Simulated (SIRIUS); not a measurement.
# Zr (P-1) in SIRIUS: convergence with wave cutoff

Aim: find how far wave cutoff must go before the results for Zr settle, at PBEsol. This setting moves, with any that are tied to it; all else stays.

All numbers are computed with SIRIUS 7.10.0; they aren't measurements. Logs are shortened: lines on timing, memory, paths and dates and some standing lists are left out, and cuts for length are marked. The log counts tension as positive stress, the text compression.

### Step 1. The cell of the first run

The typed cell holds 2 atoms: a = 3.232 Å, b = 3.232 Å, c = 5.147 Å, α = 90.00°, β = 90.00°, γ = 120.00°.

The cell isn't the ideal one: atoms moved at random, drawn with an rms of 0.15 Å.

### Step 2. With wave cutoff 139.3 eV

sirius.json reads:

```json
{
  "control": {
    "processing_unit": "cpu",
    "verbosity": 2,
    "num_bands_to_print": 20,
    "print_forces": true,
    "print_stress": true
  },
  "parameters": {
    "electronic_structure_method": "pseudopotential",
    "xc_functionals": ["XC_GGA_X_PBE_SOL", "XC_GGA_C_PBE_SOL"],
    "gk_cutoff": 3.2,
    "pw_cutoff": 10.0,
    "ngridk": [5, 5, 3],
    "shiftk": [0, 0, 0],
    "smearing": "cold",
    "smearing_width": 0.0018374661,
    "num_bands": 20,
    "num_mag_dims": 0,
    "num_dft_iter": 100,
    "energy_tol": 1e-08,
    "density_tol": 1e-06
  },
  "iterative_solver": {
    "type": "davidson",
    "min_tolerance": 1e-10
  },
  "mixer": {
    "type": "anderson",
    "beta": 0.7,
    "max_history": 8
  },
  "settings": {
    "tol_ne": 1e-10
  },
  "unit_cell": {
    "lattice_vectors": [
      [1.0, 0.0, 0.0],
      [-0.5, 0.866025403775, 0.0],
      [0.0, 0.0, 1.592512376238]
    ],
    "lattice_vectors_scale": 6.1075948348,
    "atom_coordinate_units": "lattice",
    "atom_types": ["Zr"],
    "atom_files": {
      "Zr": "Zr.json"
    },
    "atoms": {
      "Zr": [
        [0.650292, 0.353229, 0.768684],
        [0.341519, 0.666913, 0.262409]
      ]
    }
  }
}
```

Potentials or basis: GBRV 1.5 PBEsol (ultrasoft).

Run with:

```
> upf_to_json zr_pbesol_v1.uspp.F.UPF
> OMP_NUM_THREADS=1 sirius.scf --input=sirius.json --output=out.json --task=0
```

It took 6.7 s on 1 thread of Arm Neoverse V1, shared host; peak memory 0.13 GiB.

What came out:

- Free energy: -2669.7117 eV
- Pressure: -299.7 GPa
- Largest force: 0.094 eV/Å
- Band gap on the k mesh: none (metal or under the smearing width)

### Step 3. With wave cutoff 200.6 eV

Changes to sirius.json since step 2:

```diff
@@ -11,4 +11,4 @@
     "xc_functionals": ["XC_GGA_X_PBE_SOL", "XC_GGA_C_PBE_SOL"],
-    "gk_cutoff": 3.2,
-    "pw_cutoff": 10.0,
+    "gk_cutoff": 3.84,
+    "pw_cutoff": 12.0,
     "ngridk": [5, 5, 3],
```

Potentials or basis: GBRV 1.5 PBEsol (ultrasoft).

Run with:

```
> upf_to_json zr_pbesol_v1.uspp.F.UPF
> OMP_NUM_THREADS=1 sirius.scf --input=sirius.json --output=out.json --task=0
```

It took 9.7 s on 1 thread of Arm Neoverse V1, shared host; peak memory 0.15 GiB.

Results:

* Free energy: -2694.7321 eV
* Pressure: -54.2 GPa
* Largest force: 0.215 eV/Å
* Band gap on the k mesh: none (metal or under the smearing width)

### Step 4. With wave cutoff 273.1 eV

Changes to sirius.json since step 3:

```diff
@@ -11,4 +11,4 @@
     "xc_functionals": ["XC_GGA_X_PBE_SOL", "XC_GGA_C_PBE_SOL"],
-    "gk_cutoff": 3.84,
-    "pw_cutoff": 12.0,
+    "gk_cutoff": 4.48,
+    "pw_cutoff": 14.0,
     "ngridk": [5, 5, 3],
@@ -37,7 +37,6 @@
     "lattice_vectors": [
-      [1.0, 0.0, 0.0],
-      [-0.5, 0.866025403775, 0.0],
-      [0.0, 0.0, 1.592512376238]
+      [6.10759483479, 0.0, 0.0],
+      [-3.053797417395, 5.289332282892, 0.0],
+      [0.0, 0.0, 9.726420363449]
     ],
-    "lattice_vectors_scale": 6.1075948348,
     "atom_coordinate_units": "lattice",
```

Run with:

```
> upf_to_json zr_pbesol_v1.uspp.F.UPF
> OMP_NUM_THREADS=1 sirius.scf --input=sirius.json --output=out.json --task=0
```

It took 11 s on 1 thread of Arm Neoverse V1, shared host; peak memory 0.18 GiB.

What came out:

| Quantity | Value |
| --- | --- |
| Free energy | -2697.3534 eV |
| Pressure | -6.6 GPa |
| Largest force | 0.198 eV/Å |
| Band gap on the k mesh | none (metal or under the smearing width) |

### Step 5. With wave cutoff 356.7 eV

Changes to sirius.json since step 4:

```diff
@@ -11,4 +11,4 @@
     "xc_functionals": ["XC_GGA_X_PBE_SOL", "XC_GGA_C_PBE_SOL"],
-    "gk_cutoff": 4.48,
-    "pw_cutoff": 14.0,
+    "gk_cutoff": 5.12,
+    "pw_cutoff": 16.0,
     "ngridk": [5, 5, 3],
@@ -37,6 +37,7 @@
     "lattice_vectors": [
-      [6.10759483479, 0.0, 0.0],
-      [-3.053797417395, 5.289332282892, 0.0],
-      [0.0, 0.0, 9.726420363449]
+      [1.0, 0.0, 0.0],
+      [-0.5, 0.866025403775, 0.0],
+      [0.0, 0.0, 1.592512376238]
     ],
+    "lattice_vectors_scale": 6.1075948348,
     "atom_coordinate_units": "lattice",
```

Run with:

```
> upf_to_json zr_pbesol_v1.uspp.F.UPF
> OMP_NUM_THREADS=1 sirius.scf --input=sirius.json --output=out.json --task=0
```

It took 19 s on 1 thread of Arm Neoverse V1, shared host; peak memory 0.22 GiB.

Results:

* Free energy: -2697.4584 eV
* Pressure: -3.2 GPa
* Largest force: 0.200 eV/Å
* Band gap on the k mesh: none (metal or under the smearing width)

### Step 6. With wave cutoff 451.4 eV

Changes to sirius.json since step 5:

```diff
@@ -11,4 +11,4 @@
     "xc_functionals": ["XC_GGA_X_PBE_SOL", "XC_GGA_C_PBE_SOL"],
-    "gk_cutoff": 5.12,
-    "pw_cutoff": 16.0,
+    "gk_cutoff": 5.76,
+    "pw_cutoff": 18.0,
     "ngridk": [5, 5, 3],
@@ -37,7 +37,6 @@
     "lattice_vectors": [
-      [1.0, 0.0, 0.0],
-      [-0.5, 0.866025403775, 0.0],
-      [0.0, 0.0, 1.592512376238]
+      [6.10759483479, 0.0, 0.0],
+      [-3.053797417395, 5.289332282892, 0.0],
+      [0.0, 0.0, 9.726420363449]
     ],
-    "lattice_vectors_scale": 6.1075948348,
     "atom_coordinate_units": "lattice",
```

Potentials or basis: GBRV 1.5 PBEsol (ultrasoft).

Run with:

```
> upf_to_json zr_pbesol_v1.uspp.F.UPF
> OMP_NUM_THREADS=1 sirius.scf --input=sirius.json --output=out.json --task=0
```

Run time: 25 s. Hardware: 1 thread of Arm Neoverse V1, shared host; peak memory 0.27 GiB.

Results (log left out):

| Quantity | Value |
| --- | --- |
| Free energy | -2697.4604 eV |
| Pressure | -3.1 GPa |
| Largest force | 0.200 eV/Å |
| Band gap on the k mesh | none (metal or under the smearing width) |

### Step 7. With wave cutoff 557.3 eV

Changes to sirius.json since step 6:

```diff
@@ -11,4 +11,4 @@
     "xc_functionals": ["XC_GGA_X_PBE_SOL", "XC_GGA_C_PBE_SOL"],
-    "gk_cutoff": 5.76,
-    "pw_cutoff": 18.0,
+    "gk_cutoff": 6.4,
+    "pw_cutoff": 20.0,
     "ngridk": [5, 5, 3],
```

Run with:

```
> upf_to_json zr_pbesol_v1.uspp.F.UPF
> OMP_NUM_THREADS=1 sirius.scf --input=sirius.json --output=out.json --task=0
```

Wall time 36 s (1 thread of Arm Neoverse V1, shared host); peak memory 0.34 GiB.

It converged, with:

```yaml
Free_energy: -2697.4616 eV
Pressure: -3.1 GPa
Largest_force: 0.200 eV/Å
Band_gap_on_the_k_mesh: none (metal or under the smearing width)
```

### Step 8. With wave cutoff 737 eV

Changes to sirius.json since step 7:

```diff
@@ -11,4 +11,4 @@
     "xc_functionals": ["XC_GGA_X_PBE_SOL", "XC_GGA_C_PBE_SOL"],
-    "gk_cutoff": 6.4,
-    "pw_cutoff": 20.0,
+    "gk_cutoff": 7.36,
+    "pw_cutoff": 23.0,
     "ngridk": [5, 5, 3],
@@ -37,6 +37,7 @@
     "lattice_vectors": [
-      [6.10759483479, 0.0, 0.0],
-      [-3.053797417395, 5.289332282892, 0.0],
-      [0.0, 0.0, 9.726420363449]
+      [1.0, 0.0, 0.0],
+      [-0.5, 0.866025403775, 0.0],
+      [0.0, 0.0, 1.592512376238]
     ],
+    "lattice_vectors_scale": 6.1075948348,
     "atom_coordinate_units": "lattice",
```

Run with:

```
> upf_to_json zr_pbesol_v1.uspp.F.UPF
> OMP_NUM_THREADS=1 sirius.scf --input=sirius.json --output=out.json --task=0
```

Wall time 42 s (1 thread of Arm Neoverse V1, shared host); peak memory 0.46 GiB.

The run converged. Its results:

```yaml
Free_energy: -2697.4624 eV
Pressure: -3.1 GPa
Largest_force: 0.200 eV/Å
Band_gap_on_the_k_mesh: none (metal or under the smearing width)
```

### Step 9. With wave cutoff 941.8 eV

Changes to sirius.json since step 8:

```diff
@@ -11,4 +11,4 @@
     "xc_functionals": ["XC_GGA_X_PBE_SOL", "XC_GGA_C_PBE_SOL"],
-    "gk_cutoff": 7.36,
-    "pw_cutoff": 23.0,
+    "gk_cutoff": 8.32,
+    "pw_cutoff": 26.0,
     "ngridk": [5, 5, 3],
```

Potentials or basis: GBRV 1.5 PBEsol (ultrasoft).

Run with:

```
> upf_to_json zr_pbesol_v1.uspp.F.UPF
> OMP_NUM_THREADS=1 sirius.scf --input=sirius.json --output=out.json --task=0
```

Standard output:

```text
[info] SIRIUS version : 7.10.0
[info] number of MPI ranks           : 1
[info] MPI grid                      : 1 1
[info] maximum number of OMP threads : 1
[fft] FFT context for density and potential
[fft] =====================================
[fft]   comm size                             : 1
[fft]   plane wave cutoff                     : 26
[fft]   grid size                             : 54 54 90   total : 262440
[fft]   grid limits                           : -26 27   -26 27   -44 45
[fft]   number of G-vectors within the cutoff : 46694
[fft]   local number of G-vectors             : 46694
[fft]   number of G-shells                    : 4534
[fft] FFT context for coarse grid
[fft] =====================================
[fft]   comm size                             : 1
[fft]   plane wave cutoff                     : 16.64
[fft]   grid size                             : 36 36 54   total : 69984
[fft]   grid limits                           : -17 18   -17 18   -26 27
[fft]   number of G-vectors within the cutoff : 12188
[fft]   local number of G-vectors             : 12188
[fft]   number of G-shells                    : 1285
[unit cell] lattice vectors
[unit cell]   a1 :       6.1075948348      0.0000000000      0.0000000000
[unit cell]   a2 :      -3.0537974174      5.2893322829      0.0000000000
[unit cell]   a3 :       0.0000000000      0.0000000000      9.7264203635
[unit cell] reciprocal lattice vectors
[unit cell]   b1 :       1.0287495286      0.5939488173     -0.0000000000
[unit cell]   b2 :       0.0000000000      1.1878976345      0.0000000000
[unit cell]   b3 :       0.0000000000     -0.0000000000      0.6459915439
[unit cell] unit cell volume :       314.21296819 [a.u.^3]
[unit cell] 1/sqrt(omega)    :         0.05641414
[unit cell] MT volume        :         0.00000000 ( 0.00%)
[unit cell] IT volume        :       314.21296819 (100.00%)
[unit cell] number of atom types : 1
[unit cell] type id : 0 symbol : Zr mt_radius : 206.039809 num_atoms : 2
[unit cell] total number of atoms : 2
[unit cell] number of symmetry classes : 1
[unit cell] number of PAW atoms : 0
[unit cell] atom id  type id  class id             position                      vector_field
[unit cell] ------------------------------------------------------------------------------------------
[unit cell]      0        0        0      0.65029   0.35323   0.76868      0.00000   0.00000   0.00000
[unit cell]      1        0        0      0.34152   0.66691   0.26241      0.00000   0.00000   0.00000
[unit cell] atom id         position (Cartesian, a.u.)
[unit cell] ---------------------------------------------
[unit cell]      0       2.893030    1.868346    7.476544
[unit cell]      1       0.049242    3.527524    2.552300
[unit cell] class id : 0 atom id : 0 1
[unit cell] minimum bond length:     5.822448
[unit cell] total number of pseudo wave-functions: 26
[sym] space group number   : 2
[sym] international symbol : P-1
[sym] Hall symbol          : -P 1
[sym] space group transformation matrix :
[sym]   1.0000 -1.0000  0.0000
[... 375 lines left out ...]
[find] ewald contribution             :     -77.05030597
[find] PAW contribution               :       0.00000000
[find] smearing (-TS)                 :      -0.00002711
[find] SCF correction                 :       0.00000009
[find] Total energy                   :     -99.12996262 (Ha),    -198.25992524 (Ry)
[find] Free energy (E-TS)             :     -99.12998972 (Ha),    -198.25997945 (Ry)
[find] band gap (eV)                  :       0.00000000
[find] Efermi                         :       0.50986554
[find] iteration : 19, RMS : 8.167420667085e-09, energy difference : -4.995115432394e-11
[find] Hartree energy of density residual : 6.556072274334e-15
[find] bands are converged : true
[find] iterative solver converged : true
[find] converged after 20 SCF iterations!
[find] Charges and magnetic moments
[find] --------------------------------------------------------------------------------
[find] total charge          : 24.000000
[find] Energy
[find] --------------------------------------------------------------------------------
[find] valence_eval_sum               :      -7.07221099
[find] <rho|V^{XC}>                   :     -16.22114314
[find] <rho|E^{XC}>                   :     -17.64443300
[find] <mag|B^{XC}>                   :       0.00000000
[find] <rho|V^{H}>                    :      27.16831177
[find] one-electron contribution      :     -18.01937962 (Ha),     -36.03875925 (Ry)
[find] hartree contribution           :      13.58415589
[find] xc contribution                :     -17.64443300
[find] ewald contribution             :     -77.05030597
[find] PAW contribution               :       0.00000000
[find] smearing (-TS)                 :      -0.00002711
[find] SCF correction                 :       0.00000009
[find] Total energy                   :     -99.12996262 (Ha),    -198.25992524 (Ry)
[find] Free energy (E-TS)             :     -99.12998972 (Ha),    -198.25997945 (Ry)
[find] band gap (eV)                  :       0.00000000
[find] Efermi                         :       0.50986554
[ground_state] === stress tensor components [kbar] ===
[ground_state] === stress_kin ===
[ground_state] -17377.491275   13.497051   -0.514305
[ground_state]    13.497051-17363.529804    0.061084
[ground_state]    -0.514305    0.061084-17259.342199
[ground_state] === stress_har ===
[ground_state] -4197.216558  135.939248    5.845085
[ground_state]   135.939248-4064.535142   -3.113117
[ground_state]     5.845085   -3.113117-4457.634590
[ground_state] === stress_ewald ===
[ground_state] 24181.747234  286.558794   18.008243
[ground_state]   286.55879424460.049623   -9.405077
[ground_state]    18.008243   -9.40507723503.473975
[ground_state] === stress_vloc ===
[ground_state]  6164.756710 -422.820272  -22.405434
[ground_state]  -422.820272 5751.864670   11.971916
[ground_state]   -22.405434   11.971916 6934.160772
[ground_state] === stress_xc ===
[ground_state] -1276.758185    0.407804    0.014310
[ground_state]     0.407804-1276.347442   -0.008848
[ground_state]     0.014310   -0.008848-1277.032648
[ground_state] === stress_core ===
[ground_state]  5881.688557    0.291207   -0.008502
[ground_state]     0.291207 5881.968542    0.007141
[ground_state]    -0.008502    0.007141 5878.711407
[ground_state] === stress_nonloc ===
[ground_state] -12947.447069   -9.708557    0.134679
[ground_state]    -9.708557-12956.950490   -0.109519
[ground_state]     0.134679   -0.109519-12889.141290
[ground_state] === stress_us ===
[ground_state]  -407.582790    1.572353    0.055627
[ground_state]     1.572353 -405.841765   -0.062146
[ground_state]     0.055627   -0.062146 -387.709462
[ground_state] === stress_us_nl ===
[ground_state] -13355.029859   -8.136204    0.190306
[ground_state]    -8.136204-13362.792254   -0.171665
[ground_state]     0.190306   -0.171665-13276.850752
[ground_state] === stress_total ===
[ground_state]    21.696624    5.737628    1.129703
[ground_state]     5.737628   26.678192   -0.658566
[ground_state]     1.129703   -0.658566   45.485964
[ground_state] ==== total Forces in Ha/bohr =====
[ground_state] atom:    0, force:       0.0025636     -0.0011765     -0.0026682
[ground_state] atom:    1, force:      -0.0025636      0.0011765      0.0026682
[ground_state] ==== ultrasoft contribution from Qij =====
[ground_state] atom:    0, force:       0.0012996     -0.0007513      0.0042121
[ground_state] atom:    1, force:      -0.0012996      0.0007513     -0.0042121
[ground_state] ==== non-local contribution from Beta-projector =====
[ground_state] atom:    0, force:      -0.0016582      0.0006027     -0.0015173
[ground_state] atom:    1, force:       0.0016582     -0.0006027      0.0015173
[ground_state] ==== contribution from local potential =====
[ground_state] atom:    0, force:      -0.0655415      0.0346638      0.3110464
[ground_state] atom:    1, force:       0.0655415     -0.0346638     -0.3110464
[ground_state] ==== contribution from core density =====
[ground_state] atom:    0, force:      -0.0000434      0.0000467     -0.0003401
[ground_state] atom:    1, force:       0.0000434     -0.0000467      0.0003401
[ground_state] ==== Ewald forces from ions =====
[ground_state] atom:    0, force:       0.0685071     -0.0357384     -0.3160692
[ground_state] atom:    1, force:      -0.0685071      0.0357384      0.3160692
[~DFT_ground_state] local op. applied: 29404
[~DFT_ground_state] evp. work count: 5750.79
[~DFT_ground_state] number of iterative solver steps: 1044
```

Run time: 72 s. Hardware: 1 thread of Arm Neoverse V1, shared host; peak memory 0.63 GiB.

Results:

```yaml
Free_energy: -2697.4644 eV
Pressure: -3.1 GPa
Largest_force: 0.200 eV/Å
Band_gap_on_the_k_mesh: none (metal or under the smearing width)
```

### Step 10. Summary

```
wave cutoff  energy less the tightest run (meV/atom)  pressure (GPa)  largest force (eV/Å)  SCF cycles  CPU time (s)  peak memory (GiB)
   139.3 eV                                 13876.36         -299.68                 0.094          17           6.7               0.13
   200.6 eV                                  1366.15          -54.18                 0.215          17           9.7               0.15
   273.1 eV                                    55.52           -6.58                 0.198          18            11               0.18
   356.7 eV                                     3.02           -3.16                 0.200          19            19               0.22
   451.4 eV                                     2.00           -3.13                 0.200          19            25               0.27
   557.3 eV                                     1.44           -3.13                 0.200          19            36               0.34
     737 eV                                     1.03           -3.13                 0.200          20            42               0.46
   941.8 eV                                     0.00           -3.13                 0.200          20            72               0.63
```

Against the tightest run, the pressure stays within 0.1 GPa from 356.7 eV on; the largest force stays within 0.005 eV/Å from 273.1 eV on. Not settled before the last step: the energy (to 1 meV/atom). The tightest run that finished is the yardstick and may itself not be fully converged.

Caveats: all runs use coarse meshes.
